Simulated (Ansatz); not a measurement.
## Ag under changes of volume

One of the cells (17.806 Å³/atom); the others are scaled copies at fixed shape and fractional positions:

```
Ag
1.0
     2.93000    0.00000    0.00000
    -1.46500    2.53745    0.00000
     0.00000    0.00000    4.79000
Ag
2
Direct
  0.66667 0.33333 0.75000
  0.33333 0.66667 0.25000
```

This isn't the form of Ag at room conditions, which is fcc.

* Program: Ansatz 0.2.0
* Functional: PBE0
* Potentials or basis: Ansatz PAW
* Cutoff: 420 eV (not typed: the program's choice for these potentials)
* k mesh: 6 × 6 × 4
* Occupations: fermi-dirac, width 0.05 eV
* Spin: no spin polarisation

```tsv
volume (Å³/atom)	energy over the lowest point (meV/atom)	pressure (GPa)
16.738	?	?
17.094	11.84	4.5
17.450	4.25	2.3
17.806	0.00	0.6
18.162	0.55	-1.1
18.518	4.75	-2.6
18.875	11.93	-3.9
```

**Question.** What does the run at 16.738 Å³/atom give?

**Answer.** Energy over the lowest point 24.67 meV/atom; pressure 7.1 GPa.

Worked out: A Birch-Murnaghan fit of order 3 (a polynomial in V^(-2/3)) to the other rows has its minimum at 17.96 Å³/atom with B0 = V·E''(V) = 87 GPa (rough, since the energies scatter) at fixed shape and positions, which overstates the stiffness. It gives 24.48 meV/atom at 16.738 Å³/atom, against the run's 24.67, and -dE/dV = 6.7 GPa, against 7.1.

Energies are extrapolated to zero smearing.

Caveats: all runs use coarse meshes; the PAW data sets come from PBE, with cores solved anew for the run's functional, which leaves a small shift of forces and pressure; the thresholds are loose for stress.
